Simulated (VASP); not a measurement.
Input of a VASP 6.6.1 run:

The input POSCAR:

```
CO2
1.0
    2.6359112300     -2.3873781200      0.0000000000
    2.6359112300      2.3873781200      0.0000000000
    0.0000000000      0.0000000000      6.5871749100
O C
4 2
Direct
    0.3065085700      0.6934914300      0.6081566100
    0.6934914300      0.3065085700      0.3918433900
    0.1934914300      0.8065085700      0.1081566100
    0.8065085700      0.1934914300      0.8918433900
    0.5000000000      0.5000000000      0.5000000000
    0.0000000000      0.0000000000      0.0000000000
```

Contents of INCAR.step1:

```
PREC = Accurate
ENCUT = 500
EDIFF = 1E-8
ISMEAR = 0
SIGMA = 0.01
LREAL = False
LASPH = True
NELM = 100
ALGO = Fast
LWAVE = True
LCHARG = False
GGA = PS
KPAR = 4
```

Contents of INCAR.step2:

```
PREC = Accurate
ENCUT = 500
EDIFF = 1E-8
ISMEAR = 0
SIGMA = 0.01
LREAL = False
LASPH = True
NELM = 1
ALGO = Exact
LWAVE = True
LCHARG = False
GGA = PS
NBANDS = 361
LOPTICS = True
ISTART = 1
KPAR = 4
```

INCAR.step3

```
PREC = Accurate
ENCUT = 500
EDIFF = 1E-8
ISMEAR = 0
SIGMA = 0.01
LREAL = False
LASPH = True
ALGO = EVGW0
LWAVE = False
LCHARG = False
GGA = PS
NELMGW = 1
NBANDS = 361
ENCUTGW = 150
NOMEGA = 50
PRECFOCK = Fast
ISTART = 1
NBANDSGW = 24
KPAR = 4
```

KPOINTS

```
Automatic mesh
0
Gamma
  4 4 2
```

Potentials or basis: VASP PAW PBE potentials, release 64 (O_GW, C_GW).

Run with:

```sh
$ cat potpaw_PBE.64/O_GW/POTCAR potpaw_PBE.64/C_GW/POTCAR > POTCAR
$ cp INCAR.step1 INCAR
$ mpirun -np 4 vasp_std > vasp.out
$ cp INCAR.step2 INCAR
$ mpirun -np 4 vasp_std > vasp.out
$ cp INCAR.step3 INCAR
$ mpirun -np 4 vasp_std > vasp.out
```

Task: Estimate the quasiparticle gap.

Result: 10.27 eV.

Task: Estimate the least direct quasiparticle gap.

Result: 10.98 eV.

Task: What does it give for the band gap on the k mesh, mean-field level?

Result: 6.54 eV, indirect (least direct gap 7.10 eV).

Caveat: the k mesh is coarse (spacing up to 0.48 Å⁻¹), so the values aren't converged; bands, screening cutoff and mesh are small and nothing is extrapolated, so the quasiparticle values aren't converged; the standard files for N, O and F lose accuracy on very short bonds. A k mesh can miss the band edges.
